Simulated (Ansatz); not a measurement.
Level of theory: Ansatz 0.2.0, DFT PBE, scalar-relativistic, plane waves, PAW. Cutoff 420 eV, Γ-centred meshes of about 0.25 Å⁻¹ or finer for metals and 0.3 Å⁻¹ for insulators (2π included), Gaussian smearing. No spin polarisation.

A search over trial structures of CaB6 gave this relaxed cell.

```cif
data_structure
_symmetry_space_group_name_H-M 'Pm-3m'
_symmetry_Int_Tables_number 221
_cell_length_a 4.1479
_cell_length_b 4.1479
_cell_length_c 4.1479
_cell_angle_alpha 90.000
_cell_angle_beta 90.000
_cell_angle_gamma 90.000
_cell_volume 71.37
loop_
_atom_site_label
_atom_site_type_symbol
_atom_site_symmetry_multiplicity
_atom_site_Wyckoff_symbol
_atom_site_fract_x
_atom_site_fract_y
_atom_site_fract_z
_atom_site_occupancy
Ca1 Ca 1 a 0.00000 0.00000 0.00000 1
B1 B 6 f 0.20178 0.50000 0.50000 1
```

Problem. Does it survive phonon and random-displacement tests?

Solution. As far as tested, yes. The phonons on a 2×2×2 q mesh of the computed 7-atom cell show no imaginary mode. (Phonon run: 8×8×8 k mesh, Gaussian smearing of 0.01 eV.) After random moves of the atoms it relaxes back. The optical modes at Γ run from 119 to 1276 cm⁻¹. Ca has 24 B at 3.05 Å; B has 5 B at 1.67–1.75 Å, 1 B at 2.47 Å and 4 Ca at 3.05 Å. It has the structure into which a cell as deposited in COD relaxes.

Phonons of metals hang on the k mesh and the smearing. Bands overlap only slightly here, and a semilocal functional can close a small real gap.
